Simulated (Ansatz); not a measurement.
# CuO (P4/mmm) in Ansatz: further runs

One crystal, CuO, is run at these levels: LDA, r2SCAN; tasks: relaxation of cell and atoms.

All numbers are computed with Ansatz 0.2.0; they aren't measurements. Logs are shortened: lines on timing, memory, paths and dates and some standing lists are left out, and cuts for length are marked.

## Step 1: The crystal as given

It takes space group P4/mmm (No. 123, tetragonal). The conventional cell has a = 4.161 Å, b = 4.161 Å, c = 3.888 Å, α = 90.00°, β = 90.00°, γ = 90.00°. Cu (site symmetry mmm) has 4 O at 1.94 to 2.08 Å as nearest neighbours. Cu (site symmetry 4/mmm) has 6 O at 1.94 to 2.08 Å as nearest neighbours. O (site symmetry 4/mmm) has 6 Cu at 1.94 to 2.08 Å as nearest neighbours. O (site symmetry mmm) has 4 Cu at 1.94 to 2.08 Å as nearest neighbours.

Measurements of this composition are mostly on another form, of space group No. 15.

## Step 2: Relaxation of cell and atoms, LDA

Input file input.yaml:

```yaml
crystal:
  lattice:
    - [4.160937, 0.0, 0.0]
    - [0.0, 4.160937, 0.0]
    - [0.0, 0.0, 3.887643]
  atoms:
    - { symbol: Cu, position: [0.5, 0.0, 0.5] }
    - { symbol: Cu, position: [0.0, 0.5, 0.5] }
    - { symbol: Cu, position: [0.0, 0.0, 0.0] }
    - { symbol: O, position: [0.0, 0.0, 0.5] }
    - { symbol: O, position: [0.5, 0.0, 0.0] }
    - { symbol: O, position: [0.0, 0.5, 0.0] }
hamiltonian:
  xc: lda
  pseudopotentials: { kind: paw }
kpoints:
  mp_grid: { grid: [7, 7, 7] }
scf:
  occupations: { method: fermi_dirac, width: 0.05 }
output:
  forces: true
  stress: true
  eigenvalues: true
  write_density: true
  write_potential: true
  elf: true
  volumetric_format: npy
relax:
  f_tol: 0.01
  max_steps: 40
  cell: { stress_tol: 0.05 }
```

Potentials or basis: Ansatz PAW.

On the command line:

```
> ansatz run input.yaml --threads 2 --pin off --max-ram 5632MiB --backend cpu --events-out ev --progress --plain --runs-dir out
```

Standard output:

```text
Warning: RAYON_NUM_THREADS=2 ignored (pool sized by the plan → 2); use --threads N
Engine: ansatz 0.2.0, x86_64-unknown-linux-gnu
Pseudopotentials: kind: paw
Pseudopotential: Cu, paw, valence charge 19, recommended cutoff 420 eV (normal), Cu.paw.azcp
Pseudopotential: O, paw, valence charge 6, recommended cutoff 420 eV (normal), O.paw.azcp
Functional definition: SPW92
  exchange = slater_x
  correlation = pw_c
Crystal: 6 atoms, lattice volume = 67.308 Å³
Basis set: ecut = 420 eV, 1309 PW (Γ)
Bands: 45, of which v1, the nominal top of the filled ones, is band 38 counted from 1 (37 counted from 0)
Symmetry: 16 space group operations
Space group: P4/mmm (ITA 123), of the structure as read, at distance tolerance 4.1e-5 Å
k-points: 40 of 343
Non-local potential: Cu, projectors of the file, l = 0: 3, l = 1: 2, l = 2: 3, l = 3: 1
Non-local potential: O, projectors of the file, l = 0: 2, l = 1: 2, l = 2: 1
PAW form: soft (Blöchl's): semilocal exchange-correlation on the pseudo side does not see the compensation charge
PAW frozen core: Cu, regenerated for the run's functional, and the local potential with it (the file was generated under x = pbe(κ = 0.804, μ = 0.2195149727645171), c = pbe(β = 0.06672455060314922))
PAW frozen core: O, regenerated for the run's functional, and the local potential with it (the file was generated under x = pbe(κ = 0.804, μ = 0.2195149727645171), c = pbe(β = 0.06672455060314922))
PAW one-centre angular grid: Cu, 590 points (default); XC on 64 Gauss nodes
PAW one-centre angular grid: O, 110 points (default); XC on 64 Gauss nodes
Initial density: superposition of atomic densities (neutral atoms: chi_scale 0, normalization atom), corrected by the library's trained network
Initial wavefunctions: pseudopotential atomic-orbital guess
Functional: x = slater, c = lda
SCF iter   1: F=—  HF=-21327.181882 eV  |F-HF|=—  |Δ(HF+E_count)|=         —  Δρ=2.17e-2  dr2=2.51e-1  ethr=1.77e-3  ⟨swp⟩=6.1  Hψ=6476  notcnv=0  defer=7
preconditioner: auto → LDOS  [metal: Δε(μ)=0.032 eV  Ē_g=10.823 eV  σ=0.050 eV  W_gap=0.16  n_scr=26 (ndim 8)  ℏωp=32.3 eV  f_vac=0.127  D(μ)=4.20/eV (n_scr^D=32)  β→1.0]
SCF iter   2: F=—  HF=-21327.262374 eV  |F-HF|=—  |Δ(HF+E_count)|=   8.05e-2  Δρ=3.57e-2  dr2=4.54e-1  ethr=3.35e-4  ⟨swp⟩=2.6  Hψ=3901  notcnv=0  defer=69  recentre
SCF iter   3: F=—  HF=-21327.117627 eV  |F-HF|=—  |Δ(HF+E_count)|=   1.45e-1  Δρ=5.93e-3  dr2=2.41e-2  ethr=3.35e-4  ⟨swp⟩=2.1  Hψ=3353  notcnv=0  defer=69
SCF iter   4: F=—  HF=-21327.113740 eV  |F-HF|=—  |Δ(HF+E_count)|=   3.89e-3  Δρ=4.02e-3  dr2=8.25e-3  ethr=3.21e-5  ⟨swp⟩=2.1  Hψ=2866  notcnv=0  defer=69
SCF iter   5: F=—  HF=-21327.112808 eV  |F-HF|=—  |Δ(HF+E_count)|=   9.32e-4  Δρ=1.72e-3  dr2=1.57e-3  ethr=1.10e-5  ⟨swp⟩=1.2  Hψ=1738  notcnv=0  defer=69
SCF iter   6: F=—  HF=-21327.112601 eV  |F-HF|=—  |Δ(HF+E_count)|=   2.07e-4  Δρ=5.47e-4  dr2=1.38e-4  ethr=2.09e-6  ⟨swp⟩=1.3  Hψ=1746  notcnv=0  defer=69
SCF iter   7: F=—  HF=-21327.112578 eV  |F-HF|=—  |Δ(HF+E_count)|=   2.26e-5  Δρ=1.01e-4  dr2=5.06e-6  ethr=1.84e-7  ⟨swp⟩=2.0  Hψ=2167  notcnv=0  defer=69
SCF iter   8: F=—  HF=-21327.112580 eV  |F-HF|=—  |Δ(HF+E_count)|=   1.97e-6  Δρ=1.52e-5  dr2=1.24e-7  ethr=6.74e-9  ⟨swp⟩=2.0  Hψ=2242  notcnv=0  defer=69
SCF iter   9: F=-21327.112580 eV  HF=-21327.112580 eV  |F-HF|=4.99e-8  |Δ(HF+E_count)|=   7.06e-9  Δρ=9.19e-6  dr2=4.59e-8  ethr=1.33e-10  ⟨swp⟩=12.7  Hψ=12128  notcnv=0
SCF 1 converged in 9 iterations: F = -21327.112580 eV  dr2 = 4.59e-8
relax step   1: F+E_penalty+E_count = -21327.11258023 eV  Δ(F+E_penalty+E_count) = +0.000e0 eV  max|allowed force component| = 5.663e-28 eV/Å  Δτ_max = 0.0000 Å  P = -11.490 GPa  Ω = 67.308 Å³  (9 SCF iters, dr2 threshold 1.00e-7 eV, accepted)
Crystal: 6 atoms, lattice volume = 64.887 Å³
Basis set: ecut = 420 eV, 1277 PW (Γ)
Initial density: handed on by an earlier stage of this run
Initial wavefunctions: those handed on with the density
iter 1 solved again at ethr=8.13e-5 eV; its pass at ethr=3.10e-3 eV (dr2=6.10e-2 eV) is discarded
SCF iter   1: F=—  HF=-21327.266935 eV  |F-HF|=—  |Δ(HF+E_count)|=         —  Δρ=1.11e-2  dr2=6.13e-2  ethr=8.13e-5  ⟨swp⟩=2.0  Hψ=7459  notcnv=0
preconditioner: auto → LDOS  [metal: Δε(μ)=0.025 eV  Ē_g=11.163 eV  σ=0.050 eV  W_gap=0.12  n_scr=26 (ndim 8)  ℏωp=32.9 eV  f_vac=0.114  D(μ)=3.42/eV (n_scr^D=30)  β→1.0]
SCF iter   2: F=—  HF=-21327.259779 eV  |F-HF|=—  |Δ(HF+E_count)|=   7.16e-3  Δρ=3.82e-3  dr2=7.88e-3  ethr=8.13e-5  ⟨swp⟩=2.0  Hψ=1969  notcnv=0
SCF iter   3: F=—  HF=-21327.259773 eV  |F-HF|=—  |Δ(HF+E_count)|=   5.89e-6  Δρ=3.70e-3  dr2=5.08e-3  ethr=1.05e-5  ⟨swp⟩=2.0  Hψ=2771  notcnv=0
SCF iter   4: F=—  HF=-21327.258609 eV  |F-HF|=—  |Δ(HF+E_count)|=   1.16e-3  Δρ=9.61e-4  dr2=3.64e-4  ethr=6.77e-6  ⟨swp⟩=2.0  Hψ=2775  notcnv=0
[... 75 lines left out ...]
SCF iter   3: F=—  HF=-21327.301111 eV  |F-HF|=—  |Δ(HF+E_count)|=   2.57e-8  Δρ=1.07e-5  dr2=4.33e-8  ethr=2.31e-10  ⟨swp⟩=2.0  Hψ=2744  notcnv=0
SCF iter   4: F=—  HF=-21327.301111 eV  |F-HF|=—  |Δ(HF+E_count)|=   6.99e-9  Δρ=4.86e-6  dr2=1.09e-8  ethr=5.78e-11  ⟨swp⟩=2.0  Hψ=2560  notcnv=0
SCF iter   5: F=—  HF=-21327.301111 eV  |F-HF|=—  |Δ(HF+E_count)|=   1.33e-9  Δρ=3.23e-6  dr2=5.27e-9  ethr=1.45e-11  ⟨swp⟩=2.2  Hψ=2428  notcnv=0
SCF iter   6: F=—  HF=-21327.301111 eV  |F-HF|=—  |Δ(HF+E_count)|=  7.35e-10  Δρ=5.53e-7  dr2=1.62e-10  ethr=7.03e-12  ⟨swp⟩=1.1  Hψ=1805  notcnv=0
SCF iter   7: F=-21327.301111 eV  HF=-21327.301111 eV  |F-HF|=3.64e-12  |Δ(HF+E_count)|=  7.28e-12  Δρ=9.06e-8  dr2=3.31e-12  ethr=1.00e-12  ⟨swp⟩=5.8  Hψ=7802  notcnv=0
SCF 8 converged in 7 iterations: F = -21327.301111 eV  dr2 = 3.31e-12
relax step   8: F+E_penalty+E_count = -21327.30111142 eV  Δ(F+E_penalty+E_count) = +1.295e-3 eV  max|allowed force component| = 1.076e-29 eV/Å  Δτ_max = 0.0000 Å  P = -0.012 GPa  Ω = 62.222 Å³  stress off target by 1.47e-2 GPa  SCF on the basis re-selected at this cell (its energy is not comparable with the rows above)  (7 SCF iters)
basis re-selected at this cell: Δ(F+E_penalty+E_count) = +1.295e-3 eV, ΔP = -0.016 GPa vs the last step (what re-selecting the basis moved, of the pressure what is left beyond the Pulay correction that the steps carried, after the strain that the cell walked since its last selection, with what the two solves' SCF thresholds leave and, on support functions, any second-order correction that the steps lacked; it is no measure of the basis error at this ecutwfc). This SCF's stress stands 1.47e-2 GPa from its target on what of the cell is left free (relax.cell.stress_tol is 5.00e-2 GPa) and its largest allowed force component is 1.08e-29 eV/Å (relax.f_tol is 1.00e-2 eV/Å): within both
SCF converged after 7 iterations
Free energy (F): -21327.301111 eV
Harris-Foulkes:  -21327.301111 eV  (|F-HF|=3.64e-12)
Internal energy: -21327.273395 eV  (E = F + TS)
E sigma→0 (E₀):  -21327.287253 eV
Entropy (-TS):   -0.027717 eV (-4.619 meV/atom)
Fermi energy:    11.010647 eV
--- Per-component energies (eV) ---
  E_band       = -1352.045923
  E_kinetic    = 1415.366543
  E_local      = -15657.181858  (includes V_loc(G=0)·N_el)
  E_nonlocal   = 1338.590507
  E_hartree    = 6816.473533
  E_xc         = -481.302849
  E_vxc        = -621.786390  (∫ρ·V_xc dr)
  E_paw        = -5218.058213  (= ΣΔE_a)
  E_vpaw       = -1459.989734  (= ΣTr[D̂ρ^β])
  E_aug_tail   = 0.008026  (compensation charges beyond the density's cutoff)
  E_ewald      = -9542.808829
  E_core_change = 1.639745  (= ΣΔE_core)
  E_smearing   = -0.027717  (= −TS)
  E_closure    = -0.000000  (closes the sum)
  Σ components = -21327.301111   (vs F -21327.301111, Δ=0.00e0)
--- Forces (eV/Å), atoms counted from 1 ---
  atom   1  Cu    -0.00000000    -0.00000000     0.00000000
  atom   2  Cu     0.00000000     0.00000000     0.00000000
  atom   3  Cu     0.00000000     0.00000000     0.00000000
  atom   4  O     -0.00000000     0.00000000     0.00000000
  atom   5  O      0.00000000     0.00000000    -0.00000000
  atom   6  O      0.00000000    -0.00000000     0.00000000
  max |Σ_I F_I| component: 1.12e-29 eV/Å
--- Stress (GPa, compression-positive) ---
       -0.014719       0.000000      -0.000000
        0.000000      -0.014719      -0.000000
       -0.000000      -0.000000      -0.006204
  P = ⅓ Tr σ = -0.0119 GPa (-0.119 kbar)
--- Band table (eV; the first three rows and the last of 40) ---
  k-point 0: bands = ["-101.0055", "-100.4939", "-100.4921", "-58.8995", "-58.7877", "-58.7877", "-58.4464", "-58.4446", "-58.3822", "-58.3822", "-58.1413", "-58.1413", "-9.2342", "-6.9524", "-6.4275", "4.4393", "4.5903", "4.5903", "7.2969", "7.2969", "7.4436", "7.6462", "7.7407", "7.8279", "7.8279", "7.8387", "8.3632", "8.4077", "8.5109", "8.7686", "8.7686", "9.0090", "9.1182", "9.1182", "9.3400", "9.3400", "9.3415", "9.4309", "9.5929", "12.4457", "17.3799", "19.0272", "19.9917", "19.9917", "22.1328"]
  k-point 1: bands = ["-101.0054", "-100.4939", "-100.4921", "-58.8994", "-58.7877", "-58.7877", "-58.4465", "-58.4446", "-58.3823", "-58.3823", "-58.1413", "-58.1413", "-9.1509", "-6.9647", "-6.3761", "4.1538", "4.6148", "4.6148", "6.6984", "6.7241", "6.7723", "6.7723", "7.6824", "7.7799", "8.2632", "8.2632", "8.4757", "8.4947", "8.4947", "8.5330", "8.9940", "9.0474", "9.1767", "9.1767", "9.3418", "9.7588", "9.7817", "9.7817", "9.9359", "13.1188", "17.7202", "19.4695", "19.7427", "19.7427", "21.3050"]
  k-point 2: bands = ["-101.0054", "-100.4939", "-100.4921", "-58.8994", "-58.7875", "-58.7875", "-58.4467", "-58.4446", "-58.3824", "-58.3824", "-58.1413", "-58.1413", "-8.9446", "-7.0120", "-6.2565", "3.6907", "4.6938", "4.6938", "5.3782", "5.6679", "6.1458", "6.1458", "7.7790", "7.8228", "8.0185", "8.0185", "8.3813", "8.6235", "8.8367", "8.8367", "8.9439", "9.3423", "9.4345", "9.4345", "9.5485", "10.0234", "10.3497", "10.3497", "10.6150", "14.5838", "18.3971", "19.2020", "19.2020", "20.5106", "20.6393"]
  k-point 39: bands = ["-101.0054", "-100.4931", "-100.4930", "-58.8999", "-58.7879", "-58.7879", "-58.4454", "-58.4453", "-58.3902", "-58.3739", "-58.1489", "-58.1342", "-8.4416", "-6.4783", "-6.4293", "2.3739", "2.9694", "2.9753", "5.0736", "5.1761", "5.1778", "5.3587", "5.6832", "8.1775", "8.4258", "8.4838", "8.7411", "8.8102", "8.8143", "8.9769", "9.4733", "9.6921", "9.8716", "10.4747", "11.0947", "12.1076", "12.2112", "12.2367", "12.2712", "12.9073", "18.1095", "19.3755", "19.3805", "20.4225", "20.4643"]
--- Relaxed structure (6 steps of the walk, 6 accepted, 2 SCFs on fresh bases) ---
  F+E_penalty+E_count = -21327.30111142 eV   max|allowed force component| = 1.076e-29 eV/Å   (the final SCF, on the basis selected at the relaxed cell)
  cell:  # Å, volume = 62.2217 Å³
    - [4.042685057733085, -6.187162038833006e-34, -3.2507609306435616e-33]
    - [1.693004537989131e-34, 4.042685057733085, -6.402635343667986e-34]
    - [-2.853183402119343e-33, -5.982104625800258e-34, 3.807167562965873]
  atoms:
    - { symbol: Cu, position: [0.5, 1.7899651465066673e-35, 0.5] }
    - { symbol: Cu, position: [-6.293128725312901e-34, 0.5, 0.5] }
    - { symbol: Cu, position: [7.735497104732792e-34, -1.9888501627851855e-36, -1.8061379578607904e-36] }
    - { symbol: O, position: [-2.4401835463172346e-34, -1.2837123777977112e-35, 0.5] }
    - { symbol: O, position: [0.5, 1.7538042344560273e-35, 5.934453290114e-36] }
    - { symbol: O, position: [3.704911445288359e-34, 0.5, -3.354256207455749e-36] }
```

Wall time 33 s (2 threads of Intel Xeon Platinum 8259CL at 2.50GHz (Skylake/Cascade Lake), shared host); peak memory 0.47 GiB.

What came out:

```
Free energy                            : -21327.3011 eV
Relaxed volume                         : 10.37 Å³/atom
Relaxed cell                           : a = 4.043 Å, b = 4.043 Å, c = 3.807 Å, α = 90.00°, β = 90.00°, γ = 90.00°
Space group after relaxing (to 0.05 Å) : P4/mmm (No. 123)
Energy gained by relaxing              : 31.4 meV/atom
Ionic steps                            : 8
Pressure after relaxing                : 0.0 GPa
Band gap on the k mesh                 : none (metal or under the smearing width)
```

Step by step:
```tsv
step	energy change (eV)	largest force (eV/Å)	volume (Å³)
1	0.0000	0.0000	67.31
2	-0.1459	0.0000	64.89
3	-0.2082	0.0000	62.15
4	-0.2074	0.0000	62.45
5	-0.2074	0.0000	62.45
6	-0.1882	0.0000	62.45
7	-0.1898	0.0000	62.22
8	-0.1885	0.0000	62.22
```

Final structure:
```yaml
crystal:
  lattice:
    - [4.04269, 0.00000, 0.00000]
    - [0.00000, 4.04269, 0.00000]
    - [0.00000, 0.00000, 3.80717]
  atoms:
    - { symbol: Cu, position: [0.50000, 0.00000, 0.50000] }
    - { symbol: Cu, position: [0.00000, 0.50000, 0.50000] }
    - { symbol: Cu, position: [0.00000, 0.00000, 0.00000] }
    - { symbol: O, position: [0.00000, 0.00000, 0.50000] }
    - { symbol: O, position: [0.50000, 0.00000, 0.00000] }
    - { symbol: O, position: [0.00000, 0.50000, 0.00000] }
```

Caveat: the plane-wave basis is chosen anew once the cell has moved, so the energies of steps on either side of that aren't comparable; the pressure holds a Pulay correction of +0.9 GPa for the finite cutoff; an odd number of electrons without spin polarisation forces a metal; a magnetic or distorted state may lie lower; the run has no spin polarisation, though such a crystal can be magnetic; semilocal functionals often make such compounds metallic where correlation or magnetic order opens a gap, which also shifts bond lengths; the PAW data sets come from PBE, with cores solved anew for the run's functional, which leaves a small shift of forces and pressure. With open d or f shells a metallic result of LDA can be an artefact of self-interaction; +U or a hybrid may open a gap.

(Part 1 of 2 ends here.)
